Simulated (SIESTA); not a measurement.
HfO2:

```xyz
3
Lattice="0.0000 2.5575 2.5575 2.5575 0.0000 2.5575 2.5575 2.5575 0.0000" Properties=species:S:1:pos:R:3 pbc="T T T"
Hf    0.0000    0.0000    0.0000
O     3.8363    3.8363    3.8363
O     1.2788    1.2788    1.2788
```

Measurements of this composition are mostly on another form, of space group No. 14.

Base run:

- Program: SIESTA 5.4.2
- Functional: RPBE
- Potentials or basis: PseudoDojo 0.4 standard (PBE files)
- Basis: DZP (energy shift 0.002 Ry)
- Grid cutoff: 800 Ry
- Energy shift: 0.002 Ry
- k mesh: 9 × 9 × 9
- Occupations: fermi-dirac, width 0.05 eV
- Spin: no spin polarisation

Its results: band gap on the k mesh 3.75 eV, indirect (least direct gap 3.93 eV); pressure 3.3 GPa.

Question: The run is repeated on the same cell with these changes: functional from RPBE to vdW-DF-cx. What comes out?

Answer: Band gap on the k mesh 3.62 eV, indirect (least direct gap 3.77 eV); pressure -6.8 GPa.

Caveats: semicore shells carry a single zeta, which can move pressures by several GPa and volumes by a few percent; the potentials were made for another functional, which shifts forces and pressure; spin-orbit coupling is left out, which moves the levels of the heavy elements; the basis of atomic orbitals isn't converged, which shifts pressures, moduli and gaps.

A k mesh can miss the band edges.

Not every run made on this cell is shown here.
